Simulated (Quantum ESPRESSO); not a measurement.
# CdS (Hawleyite) (F-43m) in Quantum ESPRESSO: a series of runs, part 2 of 2

Quantum ESPRESSO 7.5. The steps go on from the part before.

**3. Relaxation of cell and atoms, LDA, target pressure 10 GPa, at which the enthalpy is minimised**

Input file pw.in:

```
&CONTROL
  calculation = 'vc-relax'
  prefix = 'pwscf'
  outdir = './tmp'
  pseudo_dir = './pseudo'
  tprnfor = .true.
  tstress = .true.
  disk_io = 'low'
  nstep = 40
  forc_conv_thr = 0.0004
  etot_conv_thr = 1d-05
/
&SYSTEM
  ibrav = 0
  nat = 2
  ntyp = 2
  ecutwfc = 69
  ecutrho = 552
  nbnd = 15
  input_dft = 'pz'
  occupations = 'smearing'
  smearing = 'fd'
  degauss = 0.00367493
/
&ELECTRONS
  conv_thr = 4d-10
  electron_maxstep = 120
  mixing_beta = 0.5
/
&IONS
  ion_dynamics = 'bfgs'
/
&CELL
  cell_dynamics = 'bfgs'
  press = 100
  press_conv_thr = 0.3
/
ATOMIC_SPECIES
Cd   112.4140 Cd.pbe-dn-rrkjus_psl.0.3.1.UPF
S     32.0600 s_pbe_v1.4.uspp.F.UPF
CELL_PARAMETERS bohr
   0.0000000000    5.5113862425    5.5113862425
   5.5113862425    0.0000000000    5.5113862425
   5.5113862425    5.5113862425    0.0000000000
ATOMIC_POSITIONS bohr
Cd     0.0000000000    0.0000000000    0.0000000000
S      8.2670793637    8.2670793637    8.2670793637
K_POINTS automatic
8 8 8 0 0 0
```

Potentials or basis: SSSP 1.3 efficiency PBE.

Command:

```bash
$ OMP_NUM_THREADS=1 pw.x -in pw.in > pw.out
```

pw.out:

```text
This program is part of the open-source Quantum ESPRESSO suite
     for quantum simulation of materials; please cite
         "P. Giannozzi et al., J. Phys.:Condens. Matter 21 395502 (2009);
         "P. Giannozzi et al., J. Phys.:Condens. Matter 29 465901 (2017);
         "P. Giannozzi et al., J. Chem. Phys. 152 154105 (2020);
     in publications or presentations arising from this work. More details at

     file Cd.pbe-dn-rrkjus_psl.0.3.1.UPF: wavefunction(s)  4D renormalized

     IMPORTANT: XC functional enforced from input :
     Exchange-correlation= PZ
                           (   1   1   0   0   0   0   0)
     Any further DFT definition will be discarded
     Please, verify this is what you really want

     Message from routine setup:
     using ibrav=0 with symmetry is DISCOURAGED, use correct ibrav instead

     G-vector sticks info
     --------------------
     sticks:   dense  smooth     PW     G-vecs:    dense   smooth      PW
     Sum        2299    1159    349                73001    25893    4279

     Using Slab Decomposition

     bravais-lattice index     =            0
     lattice parameter (alat)  =       7.7943  a.u.
     unit-cell volume          =     334.8209 (a.u.)^3
     number of atoms/cell      =            2
     number of atomic types    =            2
     number of electrons       =        18.00
     number of Kohn-Sham states=           15
     kinetic-energy cutoff     =      69.0000  Ry
     charge density cutoff     =     552.0000  Ry
     scf convergence threshold =      4.0E-10
     mixing beta               =       0.5000
[... 1481 lines left out ...]
     Using radial grid of  907 points,  6 beta functions with:
                l(1) =   0
                l(2) =   0
                l(3) =   1
                l(4) =   1
                l(5) =   2
                l(6) =   2
     Q(r) pseudized with  8 coefficients,  rinner =    1.300   1.300   1.300
                                                       1.300   1.300

     atomic species   valence    mass     pseudopotential
     Cd               12.00   112.41400     Cd( 1.00)
     S                 6.00    32.06000     S ( 1.00)

     24 Sym. Ops. (no inversion) found

   Cartesian axes

     site n.     atom                  positions (alat units)
         1        Cd     tau(   1) = (   0.0000000  -0.0000000   0.0000000  )
         2        S      tau(   2) = (   1.0103599   1.0103599   1.0103599  )

     number of k points=    29  Fermi-Dirac smearing, width (Ry)=  0.0037
                       cart. coord. in units 2pi/alat
        k(    1) = (   0.0000000   0.0000000   0.0000000), wk =   0.0039062
        k(    2) = (   0.0927887   0.0927887  -0.0927887), wk =   0.0312500
        k(    3) = (   0.1855774   0.1855774  -0.1855774), wk =   0.0312500
        k(    4) = (   0.2783662   0.2783662  -0.2783662), wk =   0.0312500
        k(    5) = (  -0.3711549  -0.3711549   0.3711549), wk =   0.0156250
        k(    6) = (   0.1855774   0.0000000   0.0000000), wk =   0.0234375
[... 21 lines left out ...]
        k(   28) = (  -0.7423098   0.1855774   0.0000000), wk =   0.0468750
        k(   29) = (  -0.7423098   0.3711549  -0.0000000), wk =   0.0234375

     Dense  grid:    63375 G-vectors     FFT dimensions: (  60,  60,  60)

     Smooth grid:    22227 G-vectors     FFT dimensions: (  40,  40,  40)

     Initial potential from superposition of free atoms

     starting charge      17.9951, renormalised to      18.0000
     Starting wfcs are   13 randomized atomic wfcs +    2 random wfcs

     Self-consistent Calculation

     iteration #  1     ecut=    69.00 Ry     beta= 0.50
     Davidson diagonalization with overlap
     c_bands:  1 eigenvalues not converged
     c_bands:  1 eigenvalues not converged
     c_bands:  2 eigenvalues not converged
     c_bands:  1 eigenvalues not converged
     c_bands:  2 eigenvalues not converged
     c_bands:  1 eigenvalues not converged
[... 248 lines left out ...]
          total   stress  (Ry/bohr**3)                   (kbar)     P=      100.63
   0.00068409  -0.00000000  -0.00000000          100.63       -0.00       -0.00
   0.00000000   0.00068409  -0.00000000            0.00      100.63       -0.00
  -0.00000000   0.00000000   0.00068409           -0.00        0.00      100.63

=------------------------------------------------------------------------------=
   JOB DONE.
=------------------------------------------------------------------------------=
```

Run time: 3.3 min. Hardware: 1 thread of Arm Neoverse V2, shared host; peak memory 0.31 GiB.

Results:

```
Free energy                                            : -1984.2455 eV
Relaxed volume                                         : 21.44 Å³/atom
Relaxed cell                                           : a = 3.929 Å, b = 3.929 Å, c = 3.929 Å, α = 60.00°, β = 60.00°, γ = 60.00°
Space group after relaxing (to 0.05 Å)                 : F-43m (No. 216)
Energy change on relaxing (the enthalpy is what falls) : +67.4 meV/atom
Ionic steps                                            : 5
Pressure after relaxing                                : 10.1 GPa
Band gap on the k mesh                                 : 1.09 eV, direct
```

The path:
```tsv
step	energy change (eV)	largest force (eV/Å)	pressure (GPa)	volume (Å³)
1	0.0000	0.0000	-2.02	49.62
2	-0.0009	0.0000	2.14	46.64
3	0.1674	0.0000	11.31	42.40
4	0.1307	0.0000	9.82	42.95
5	0.1348	0.0000	10.00	42.89
```

Final structure:
```
CELL_PARAMETERS angstrom
0.00000 2.77819 2.77819
2.77819 0.00000 2.77819
2.77819 2.77819 0.00000
ATOMIC_POSITIONS crystal
Cd 0.00000 0.00000 0.00000
S 0.75000 0.75000 0.75000
```

Caveat: the potentials were made for another functional, which shifts forces and pressure.
